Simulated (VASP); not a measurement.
The system is Mg3Sb2.

```
Mg Sb
1.0
     4.58200    0.00000    0.00000
    -2.29100    3.96813    0.00000
     0.00000    0.00000    7.24400
Mg Sb
3 2
Cartesian
  0.0000 2.6454 4.5637
  2.2910 1.3227 2.6803
  0.0000 0.0000 0.0000
  0.0000 2.6454 1.7023
  2.2910 1.3227 5.5417
```

```yaml
Program: VASP 6.6.1
Task: relaxation of cell and atoms
Functional: PBE
Potentials_or_basis: VASP PAW PBE potentials, release 64 (Mg, Sb)
Cutoff: 300 eV
k_mesh: 5 × 5 × 3
Occupations: gaussian, width 0.03 eV
Spin: no spin polarisation
```

At the start: pressure 1.0 GPa; volume 26.34 Å³/atom.

Question: Where does the relaxation end?

Answer: Over 11 steps the energy falls by 7.6 meV/atom and the volume is 26.61 Å³/atom (+1.0 %); space group P-3m1 (No. 164, to 0.05 Å).

The path:
```
step  energy change (eV)  largest force (eV/Å)  pressure (GPa)  volume (Å³)
   1              0.0000                0.4821            0.96       131.71
   2             -0.0254                0.2362           -0.25       134.73
   3             -0.0261                0.1894           -0.48       135.38
   4             -0.0332                0.1220           -0.24       134.34
   5             -0.0367                0.0328            0.10       132.99
   6             -0.0379                0.0079            0.00       133.18
   7             -0.0380                0.0057           -0.06       133.28
   8             -0.0380                0.0043           -0.05       133.27
   9             -0.0380                0.0026           -0.04       133.26
  10             -0.0380                0.0037           -0.04       133.26
  11             -0.0380                0.0029            0.02       133.07
```

Final structure:
```yaml
crystal:
  lattice:
    - [4.60056, 0.00000, 0.00000]
    - [-2.30028, 3.98420, 0.00000]
    - [0.00000, 0.00000, 7.25982]
  atoms:
    - { symbol: Mg, position: [0.33333, 0.66667, 0.63246] }
    - { symbol: Mg, position: [0.66667, 0.33333, 0.36754] }
    - { symbol: Mg, position: [0.00000, 0.00000, 0.00000] }
    - { symbol: Sb, position: [0.33333, 0.66667, 0.22557] }
    - { symbol: Sb, position: [0.66667, 0.33333, 0.77443] }
```
